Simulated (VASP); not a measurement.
# ZnS (F-43m) in VASP: notebook

One crystal, ZnS, is run at these levels: PBE; tasks: relaxation of cell and atoms.

Everything below comes from runs of VASP 6.6.1. Logs are shortened: lines on timing, memory, paths and dates and some standing lists are left out, and cuts for length are marked.

**1. The structure**

It takes space group F-43m (No. 216, cubic). Conventional cell: a = 5.404 Å, b = 5.404 Å, c = 5.404 Å, α = 90.00°, β = 90.00°, γ = 90.00°. Zn (site symmetry -43m) has 4 S at 2.34 Å as nearest neighbours. S (site symmetry -43m) is surrounded by 4 Zn at 2.34 Å.

**2. Relaxation of cell and atoms, PBE**

INCAR reads:

```
ALGO = Normal
EDIFF = 1E-7
EDIFFG = -0.002
ENCUT = 700
GGA = PE
IBRION = 2
ISIF = 3
ISMEAR = 0
LASPH = T
LCHARG = F
LREAL = F
LWAVE = F
NELM = 100
NSW = 80
PREC = Accurate
SIGMA = 0.02
```

KPOINTS reads:

```
k-points
0
Gamma
  10 10 10
```

POSCAR reads:

```
ZnS
1.0
    0.0000000000      2.7020000000      2.7020000000
    2.7020000000      0.0000000000      2.7020000000
    2.7020000000      2.7020000000      0.0000000000
Zn S
1 1
Direct
    0.2500000000      0.2500000000      0.2500000000
    0.0000000000      0.0000000000      0.0000000000
```

Potentials or basis: VASP PAW PBE potentials, release 64 (Zn, S).

Started as:

```console
$ cat potpaw_PBE.64/Zn/POTCAR potpaw_PBE.64/S/POTCAR > POTCAR
$ mpirun -np 1 vasp_std > vasp.out
```

OUTCAR:

```text
EDIFF = 1E-7
   EDIFFG = -0.002
   ENCUT = 700
   GGA = PE
   IBRION = 2
   ISIF = 3
   ISMEAR = 0
   LASPH = T
   LREAL = F
   NELM = 100
   NSW = 80
   PREC = Accurate

 ion  position               nearest neighbor table
   1  0.250  0.250  0.250-   2 2.34   2 2.34   2 2.34   2 2.34
   2  0.000  0.000  0.000-   1 2.34   1 2.34   1 2.34   1 2.34

  LATTYP: Found a face centered cubic cell.
 ALAT       =     5.4040000000

  Lattice vectors:

 A1 = (   0.0000000000,   2.7020000000,   2.7020000000)
 A2 = (   2.7020000000,   0.0000000000,   2.7020000000)
 A3 = (   2.7020000000,   2.7020000000,   0.0000000000)

Analysis of symmetry for initial positions (statically):
=====================================================================
 Subroutine PRICEL returns:
 Original cell was already a primitive cell.

 Routine SETGRP: Setting up the symmetry group for a
 face centered cubic supercell.

 Subroutine GETGRP returns: Found 24 space group operations
 (whereof 24 operations were pure point group operations)
 out of a pool of 48 trial point group operations.

The static configuration has the point symmetry T_d .

Analysis of symmetry for dynamics (positions and initial velocities):
=====================================================================
 Subroutine PRICEL returns:
 Original cell was already a primitive cell.

 Routine SETGRP: Setting up the symmetry group for a
 face centered cubic supercell.

 Subroutine GETGRP returns: Found 24 space group operations
 (whereof 24 operations were pure point group operations)
 out of a pool of 48 trial point group operations.

The dynamic configuration has the point symmetry T_d .

 Subroutine INISYM returns: Found 24 space group operations
 (whereof 24 operations are pure point group operations),
 and found     1 'primitive' translations

----------------------------------------------------------------------------------------

                                     Primitive cell

  volume of cell :      39.4535

  direct lattice vectors                    reciprocal lattice vectors
     0.000000000  2.702000000  2.702000000    -0.185048113  0.185048113  0.185048113
     2.702000000  0.000000000  2.702000000     0.185048113 -0.185048113  0.185048113
     2.702000000  2.702000000  0.000000000     0.185048113  0.185048113 -0.185048113

  length of vectors
     3.821205046  3.821205046  3.821205046     0.320512733  0.320512733  0.320512733

  position of ions in fractional coordinates (direct lattice)
     0.250000000  0.250000000  0.250000000
     0.000000000  0.000000000  0.000000000

  ion indices of the primitive-cell ions
   primitive index   ion index
                 1           1
                 2           2

----------------------------------------------------------------------------------------

 KPOINTS: k-points

Automatic generation of k-mesh.
 Grid dimensions read from file:
 generate k-points for:   10   10   10

 Generating k-lattice:

  Cartesian coordinates                     Fractional coordinates (reciprocal lattice)
    -0.018504811  0.018504811  0.018504811     0.100000000  0.000000000  0.000000000
     0.018504811 -0.018504811  0.018504811     0.000000000  0.100000000  0.000000000
     0.018504811  0.018504811 -0.018504811     0.000000000  0.000000000  0.100000000

  Length of vectors
     0.032051273  0.032051273  0.032051273

  Shift w.r.t. Gamma in fractional coordinates (k-lattice)
     0.000000000  0.000000000  0.000000000

 Subroutine IBZKPT returns following result:
 ===========================================

 Found     47 irreducible k-points:

 Following reciprocal coordinates:
            Coordinates               Weight
  0.000000  0.000000  0.000000      1.000000
  0.100000  0.000000  0.000000      8.000000
  0.200000  0.000000  0.000000      8.000000
  0.300000  0.000000  0.000000      8.000000
  0.400000  0.000000  0.000000      8.000000
  0.500000  0.000000  0.000000      4.000000
[... 16 lines left out ...]
  0.300000  0.300000  0.000000      6.000000
  0.400000  0.300000  0.000000     24.000000
 [... further k-points ...]
   k-points           NKPTS =     47   k-points in BZ     NKDIM =     47   number of bands    NBANDS=     13
   number of dos      NEDOS =    301   number of ions     NIONS =      2
   total plane-waves  NPLWV =  46656
   dimension x,y,z NGX =    36 NGY =   36 NGZ =   36
   dimension x,y,z NGXF=    72 NGYF=   72 NGZF=   72
   ions per type =               1   1
   NGX,Y,Z   is equivalent  to a cutoff of  15.66, 15.66, 15.66 a.u.
   NGXF,Y,Z  is equivalent  to a cutoff of  31.32, 31.32, 31.32 a.u.
 SYSTEM =  unknown system
   PREC   = accura    normal or accurate (medium, high low for compatibility)
   ISTART =      0    job   : 0-new  1-cont  2-samecut
   ICHARG =      2    charge: 1-file 2-atom 10-const
   ISPIN  =      1    spin polarized calculation?
   LNONCOLLINEAR =      F non collinear calculations
   LSORBIT =      F    spin-orbit coupling
   LASPH  =      T    aspherical Exc in radial PAW
   ENCUT  =  700.0 eV  51.45 Ry    7.17 a.u.   8.24  8.24  8.24*2*pi/ulx,y,z
   NELM   =    100;   NELMIN=  2; NELMDL= -5     # of ELM steps
   EDIFF  = 0.1E-06   stopping-criterion for ELM
   LREAL  =      F    real-space projection
   EDIFFG = -.2E-02   stopping-criterion for IOM
   NSW    =     80    number of steps for IOM
   IBRION =      2    ionic relax: 0-MD 1-quasi-New 2-CG
   NFREE  =      1    steps in history (QN), initial steepest desc. (CG)
   ISIF   =      3    stress and relaxation
   ISYM   =      2    0-nonsym 1-usesym 2-fastsym
   POTIM  = 0.5000    time-step for ionic-motion
   TEBEG  =    0.0;   TEEND  =   0.0 temperature during run
   PSTRESS=    0.0 pullay stress
   NELECT =      18.0000    total number of electrons
   NUPDOWN=      -1.0000    fix difference up-down
   EMIN   =  10.00;   EMAX   =-10.00  energy-range for DOS
   EFERMI =   0.00;   METHOD = LEGACY
   ISMEAR =     0;   SIGMA  =   0.02  broadening in eV -4-tet -1-fermi 0-gaus
   EFERMI_NEDOS =   21; number of points for ismear=-14 and -15
   IALGO  =     38    algorithm
   IMIX   =      4    mixing-type and parameters
     AMIX     =   0.40;   BMIX     =  1.00
     AMIX_MAG =   1.60;   BMIX_MAG =  1.00
  volume/ion in A,a.u.               =      19.73       133.12
  Fermi-wavevector in a.u.,A,eV,Ry     =   1.260290  2.381602 21.610537  1.588330
  Thomas-Fermi vector in A             =   2.393807
   LORBIT       =      0    0 simple, 1 ext, 2 COOP (PROOUT), +10 PAW based schemes
   GGA     = PE    functional components
   LHFCALC =     F    Hartree Fock is set to
   AEXX    =    0.0000 exact exchange contribution
   IVDW    =     0    specifies the selected vdW correction
   LEPSILON=     F    determine dielectric tensor
   LRPA    =     F    only Hartree local field effects (RPA)
 conjugate gradient relaxation of ions
 non-spin polarized calculation
 Gauss-broadening in eV      SIGMA  =   0.02
  energy-cutoff  :      700.00
  volume of cell :       39.45
 maximum number of plane-waves:      1676
 NGX is ok and might be reduce to    36
   NGX = 17   NGY = 17   NGZ = 17

--------------------------------------- Ionic step        1  -------------------------------------------

 number of electron      18.0000000 magnetization

 Free energy of the ion-electron system (eV)
  ---------------------------------------------------
  ext. energy  EPLUGINS =         0.00000000
  ---------------------------------------------------
  free energy    TOTEN  =        -6.84730303 eV

  energy without entropy =       -6.84730303  energy(sigma->0) =       -6.84730303

------------------------ aborting loop because EDIFF is reached ----------------------------------------

  FORCE on cell =-STRESS in cart. coord.  units (eV):
  Direction    XX          YY          ZZ          XY          YZ          ZX
  --------------------------------------------------------------------------------------
  -------------------------------------------------------------------------------------
  Total        0.4378588      0.4378588      0.4378588      0.0000000      0.0000000     -0.0000000
  in kB       17.7811022     17.7811022     17.7811022      0.0000000      0.0000000     -0.0000000
  external PRESSURE =      17.7811022 kB  Pullay stress =       0.0000000 kB

 VOLUME and BASIS-vectors are now :
 -----------------------------------------------------------------------------
  energy-cutoff  :      700.00
  volume of cell :       39.45
      direct lattice vectors                 reciprocal lattice vectors
     0.000000000  2.702000000  2.702000000    -0.185048113  0.185048113  0.185048113
     2.702000000  0.000000000  2.702000000     0.185048113 -0.185048113  0.185048113
     2.702000000  2.702000000  0.000000000     0.185048113  0.185048113 -0.185048113
[... 37 lines left out ...]
 POSITION                                       TOTAL-FORCE (eV/Angst)
 -----------------------------------------------------------------------------------
      1.36527      1.36527      1.36527        -0.000000     -0.000000     -0.000000
      0.00000      2.73054      2.73054         0.000000      0.000000      0.000000
 -----------------------------------------------------------------------------------
    total drift:                               -0.000000     -0.000000     -0.000000

  FREE ENERGIE OF THE ION-ELECTRON SYSTEM (eV)
  ---------------------------------------------------
  free  energy   TOTEN  =        -6.8520481217 eV

  energy  without entropy=       -6.8520481217  energy(sigma->0) =       -6.85204812

--------------------------------------- Ionic step        3  -------------------------------------------

 number of electron      17.9999996 magnetization

 Free energy of the ion-electron system (eV)
  ---------------------------------------------------
  ext. energy  EPLUGINS =         0.00000000
  ---------------------------------------------------
  free energy    TOTEN  =        -6.85251816 eV

  energy without entropy =       -6.85251816  energy(sigma->0) =       -6.85251816

 E-fermi :   2.0323     XC(G=0):  -9.5168

 val. band max:        1.8841936701   @ k =   0.0000   0.0000   0.0000
 cond. band min:       3.8940976486   @ k =   0.0000   0.0000   0.0000
 fundamental gap:      2.0099039785
 Fermi energy:         2.0322554671

 k-point     1 :       0.0000    0.0000    0.0000
  band No.  band energies     occupation
      1     -11.0904      2.00000
      2      -4.3624      2.00000
      3      -4.3624      2.00000
      4      -4.3624      2.00000
      5      -3.8925      2.00000
      6      -3.8925      2.00000
      7       1.8842      2.00000
      8       1.8842      2.00000
      9       1.8842      2.00000
     10       3.8941      0.00000
     11       8.2963      0.00000
     12       8.2963      0.00000
     13       8.2963      0.00000

 k-point     2 :       0.1000    0.0000    0.0000
  band No.  band energies     occupation
      1     -11.0180      2.00000
      2      -4.3612      2.00000
      3      -4.3493      2.00000
      4      -4.3493      2.00000
      5      -3.8937      2.00000
      6      -3.8937      2.00000
      7       1.1023      2.00000
      8       1.7912      2.00000
      9       1.7912      2.00000
     10       4.5079      0.00000
     11       8.1978      0.00000
[... 339 lines left out ...]
 k-point    24 :       0.4000    0.3000    0.0000
  band No.  band energies     occupation
      1     -10.1758      2.00000
      2      -4.3617      2.00000
      3      -4.1299      2.00000
      4      -4.1202      2.00000
      5      -3.8658      2.00000
      6      -3.8392      2.00000
      7      -1.8022      2.00000
      8      -0.0213      2.00000
      9       0.1809      2.00000
     10       5.9833      0.00000
     11       6.5497      0.00000
     12      10.5964      0.00000
     13      11.5415      0.00000

 [... further k-points ...]

------------------------ aborting loop because EDIFF is reached ----------------------------------------

  FORCE on cell =-STRESS in cart. coord.  units (eV):
  Direction    XX          YY          ZZ          XY          YZ          ZX
  --------------------------------------------------------------------------------------
  -------------------------------------------------------------------------------------
  Total        0.0005013      0.0005013      0.0005013      0.0000000     -0.0000000      0.0000000
  in kB        0.0198705      0.0198705      0.0198705      0.0000000     -0.0000000      0.0000000
  external PRESSURE =       0.0198705 kB  Pullay stress =       0.0000000 kB

 VOLUME and BASIS-vectors are now :
 -----------------------------------------------------------------------------
  energy-cutoff  :      700.00
  volume of cell :       40.42
      direct lattice vectors                 reciprocal lattice vectors
     0.000000000  2.723819358  2.723819358    -0.183565771  0.183565771  0.183565771
     2.723819358  0.000000000  2.723819358     0.183565771 -0.183565771  0.183565771
     2.723819358  2.723819358 -0.000000000     0.183565771  0.183565771 -0.183565771

 POSITION                                       TOTAL-FORCE (eV/Angst)
 -----------------------------------------------------------------------------------
      1.36191      1.36191      1.36191         0.000000     -0.000000      0.000000
      0.00000      0.00000      0.00000        -0.000000      0.000000     -0.000000
 -----------------------------------------------------------------------------------
    total drift:                               -0.000000     -0.000000     -0.000000

  FREE ENERGIE OF THE ION-ELECTRON SYSTEM (eV)
  ---------------------------------------------------
  free  energy   TOTEN  =        -6.8525181567 eV

  energy  without entropy=       -6.8525181567  energy(sigma->0) =       -6.85251816

 reached required accuracy - stopping structural energy minimisation
```

It took 37 s on 1 thread of Intel Xeon 6975P-C (Granite Rapids), shared host; peak memory 0.23 GiB.

What came out:

```
Free energy                            : -6.8525 eV
Relaxed volume                         : 20.21 Å³/atom
Relaxed cell                           : a = 3.852 Å, b = 3.852 Å, c = 3.852 Å, α = 60.00°, β = 60.00°, γ = 60.00°
Space group after relaxing (to 0.05 Å) : F-43m (No. 216)
Energy gained by relaxing              : 2.6 meV/atom
Ionic steps                            : 3
Pressure after relaxing                : 0.0 GPa
Band gap on the k mesh                 : 2.01 eV, direct
```

Step by step:
| step | energy change (eV) | largest force (eV/Å) | pressure (GPa) | volume (Å³) |
| --- | --- | --- | --- | --- |
| 1 | 0.0000 | 0.0000 | 1.78 | 39.45 |
| 2 | -0.0047 | 0.0000 | -0.50 | 40.72 |
| 3 | -0.0052 | 0.0000 | 0.00 | 40.42 |

Final structure:
```
Zn S
1.0
     0.00000    2.72382    2.72382
     2.72382    0.00000    2.72382
     2.72382    2.72382    0.00000
Zn S
1 1
Cartesian
  1.3619 1.3619 1.3619
  0.0000 0.0000 0.0000
```

Levels at points of the mesh, in eV from the valence-band top:
```tsv
k point	band 7	band 8	band 9	band 10	band 11	band 12
(0.00, 0.00, 0.00)	0.00	0.00	0.00	2.01	6.41	6.41
(0.50, 0.00, 0.00)	-5.13	-0.83	-0.83	3.26	6.94	6.94
(0.50, 0.50, 0.00)	-4.46	-2.13	-2.13	3.46	4.07	10.81
```

**3. Relaxation of cell and atoms, PBE**

This run uses another cell than the first one, of 20.21 Å³/atom, 1.024 times its volume.

INCAR is that of step 2.

KPOINTS is that of step 2.

POSCAR reads:

```
ZnS                                     
1.0
    0.0000000000      2.7238193583      2.7238193583
    2.7238193583      0.0000000000      2.7238193583
    2.7238193583      2.7238193583     -0.0000000000
  Zn              S             
     1     1
Direct
     0.2500000000000000    0.2500000000000000    0.2500000000000000
     0.0000000000000000    0.0000000000000000    0.0000000000000000
```

Potentials or basis: VASP PAW PBE potentials, release 64 (Zn, S).

Started as:

```console
$ cat potpaw_PBE.64/Zn/POTCAR potpaw_PBE.64/S/POTCAR > POTCAR
$ mpirun -np 1 vasp_std > vasp.out
```

OUTCAR:

```text
EDIFF = 1E-7
   EDIFFG = -0.002
   ENCUT = 700
   GGA = PE
   IBRION = 2
   ISIF = 3
   ISMEAR = 0
   LASPH = T
   LREAL = F
   NELM = 100
   NSW = 80
   PREC = Accurate

 ion  position               nearest neighbor table
   1  0.250  0.250  0.250-   2 2.36   2 2.36   2 2.36   2 2.36
   2  0.000  0.000  0.000-   1 2.36   1 2.36   1 2.36   1 2.36

  LATTYP: Found a face centered cubic cell.
 ALAT       =     5.4476387166

  Lattice vectors:

[... 575 lines left out ...]

  FORCE on cell =-STRESS in cart. coord.  units (eV):
  Direction    XX          YY          ZZ          XY          YZ          ZX
  --------------------------------------------------------------------------------------
  -------------------------------------------------------------------------------------
  Total        0.0029639      0.0029639      0.0029639      0.0000000      0.0000000      0.0000000
  in kB        0.1174914      0.1174914      0.1174914      0.0000000      0.0000000      0.0000000
  external PRESSURE =       0.1174914 kB  Pullay stress =       0.0000000 kB

 VOLUME and BASIS-vectors are now :
 -----------------------------------------------------------------------------
  energy-cutoff  :      700.00
  volume of cell :       40.42
      direct lattice vectors                 reciprocal lattice vectors
     0.000000000  2.723819358  2.723819358    -0.183565771  0.183565771  0.183565771
     2.723819358  0.000000000  2.723819358     0.183565771 -0.183565771  0.183565771
     2.723819358  2.723819358  0.000000000     0.183565771  0.183565771 -0.183565771

 POSITION                                       TOTAL-FORCE (eV/Angst)
 -----------------------------------------------------------------------------------
      1.36191      1.36191      1.36191         0.000000     -0.000000     -0.000000
      0.00000      0.00000      0.00000        -0.000000      0.000000      0.000000
 -----------------------------------------------------------------------------------
    total drift:                               -0.000000     -0.000000     -0.000000

  FREE ENERGIE OF THE ION-ELECTRON SYSTEM (eV)
  ---------------------------------------------------
  free  energy   TOTEN  =        -6.8525968145 eV

  energy  without entropy=       -6.8525968145  energy(sigma->0) =       -6.85259681

 reached required accuracy - stopping structural energy minimisation
```

OSZICAR:

```text
N       E                     dE             d eps       ncg     rms          rms(c)
DAV:   1     0.947427907034E+02    0.94743E+02   -0.10542E+04  1222   0.202E+03
DAV:   2    -0.477787128641E-01   -0.94791E+02   -0.89956E+02  1307   0.329E+02
DAV:   3    -0.717699889171E+01   -0.71292E+01   -0.70834E+01  1547   0.800E+01
DAV:   4    -0.727872835304E+01   -0.10173E+00   -0.10167E+00  1337   0.101E+01
DAV:   5    -0.728001267252E+01   -0.12843E-02   -0.12843E-02  1487   0.112E+00    0.656E+00
DAV:   6    -0.686806533014E+01    0.41195E+00   -0.95795E-01  1813   0.366E+01    0.515E+00
DAV:   7    -0.685274163350E+01    0.15324E-01   -0.33048E-01  1287   0.561E+00    0.264E+00
DAV:   8    -0.685212717500E+01    0.61446E-03   -0.55263E-03  1402   0.697E-01    0.770E-01
DAV:   9    -0.685242918277E+01   -0.30201E-03   -0.10435E-03  1410   0.320E-01    0.124E-01
DAV:  10    -0.685257327777E+01   -0.14410E-03   -0.16062E-04  1387   0.133E-01    0.625E-02
DAV:  11    -0.685259582533E+01   -0.22548E-04   -0.36325E-05  1350   0.804E-02    0.923E-03
DAV:  12    -0.685259696302E+01   -0.11377E-05   -0.27254E-06  1438   0.194E-02    0.528E-03
DAV:  13    -0.685259682993E+01    0.13308E-06   -0.31811E-07  1377   0.134E-02    0.473E-04
DAV:  14    -0.685259681446E+01    0.15478E-07   -0.85698E-08   943   0.269E-03
   1 F= -.68525968E+01 E0= -.68525968E+01  d E =-.685260E+01
```

CONTCAR:

```text
ZnS
   1.00000000000000
     0.0000000000000000    2.7238193583000001    2.7238193583000001
     2.7238193583000001    0.0000000000000000    2.7238193583000001
     2.7238193583000001    2.7238193583000001    0.0000000000000000
  Zn              S
     1     1
Direct
     0.2500000000000000    0.2500000000000000    0.2500000000000000
     0.0000000000000000    0.0000000000000000    0.0000000000000000

  0.00000000E+00  0.00000000E+00  0.00000000E+00
  0.00000000E+00  0.00000000E+00  0.00000000E+00
```

It took 15 s on 1 thread of Intel Xeon 6975P-C (Granite Rapids), shared host; peak memory 0.22 GiB.

What came out:

```
Free energy             : -6.8526 eV
Pressure after relaxing : 0.0 GPa
Band gap on the k mesh  : 2.01 eV, direct
```

Final structure:
```
Zn S
1.0
     0.00000    2.72382    2.72382
     2.72382    0.00000    2.72382
     2.72382    2.72382    0.00000
Zn S
1 1
Direct
  0.25000 0.25000 0.25000
  0.00000 0.00000 0.00000
```

Caveat: the relaxation stopped at its first step, so nothing moved.
